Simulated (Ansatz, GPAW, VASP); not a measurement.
## SnTe: 3 runs at one level of theory

```
Te Sn
1.0
     0.00000    3.15085    3.15085
     3.15085    0.00000    3.15085
     3.15085    3.15085    0.00000
Te Sn
1 1
Direct
  0.50000 0.50000 0.50000
  0.00000 0.00000 0.00000
```

Alike in all runs: task single point; functional PBE; k mesh 7 × 7 × 7; occupations gaussian, width 0.012 eV; no spin polarisation; no spin-orbit coupling. Pressure is positive in compression and, in plane waves, holds the error of the finite cutoff.

| program and potentials | plane-wave cutoff (eV) | notes | pressure (GPa) |
| --- | --- | --- | --- |
| GPAW, GPAW PAW data sets (gpaw-data 1.2.1) | 600 | - | 1.95 |
| Ansatz, all-electron LAPW, scalar-relativistic | - | - | 2.23 |
| VASP, PBE PAW files Sn_d, Te, 520 eV | 520 | - | ? |

**Question.** Estimate from the other rows what the run with VASP, PBE PAW files Sn_d, Te, 520 eV gave.

**Answer.** Pressure 2.17 GPa. The other rows, which needn't bracket it: pressure 1.95 to 2.23.
